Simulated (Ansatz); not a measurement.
# What DFT gives for MnAs

```
CELL_PARAMETERS angstrom
1.87997 3.27186 -0.00052
-1.87603 3.26958 -0.00086
0.00053 -0.00123 5.78270
ATOMIC_POSITIONS crystal
Mn 0.01069 0.98539 0.99418
Mn 0.98997 0.00223 0.49648
As 0.33936 0.34855 0.24307
As 0.64738 0.69270 0.74923
```

Method: r2SCAN, spin-orbit coupling; PAW, plane waves to 500 eV, 6×6×3 (shifted by 0, 0.5, 0 steps) mesh, fermi-dirac occupations (width 0.0611 eV) (Ansatz 0.2.0), atoms fixed.

Magnetic state (reached from a saved solution, and it need not be the lowest): Mn1 along (0.61, 0.30, -0.73), Mn2 along (0.61, 0.30, -0.73).

- Moments: Mn1 3.91, Mn2 3.97 μB of spin moment in Bader basins; net size 7.46 μB a cell.
- Electronic structure: It is a metal, with about 2.1 states/eV a cell as the mean within 0.25 eV of the Fermi level, mostly Mn d (48 %) and As p (42 %).
- Forces: The largest is on Mn1: 0.66 eV/Å, components (-0.57, 0.30, 0.13). It makes 121° with the line to a nearest neighbour, As4 at 2.51 Å.
- Charges: Bader charges in e: Mn +0.90, As -0.90. In the mean Mn gives up most and As takes most.
- Stress: The pressure is -0.7 GPa (compression positive), so with the atoms held at these fractions the cell would first shrink. The principal stresses -1.6, -0.5, 0.0 GPa differ, so its shape would change too.

Origin: a strained cell with displaced atoms, so it need not be a known compound. Caveats: the k mesh is coarse if the cell is a metal.
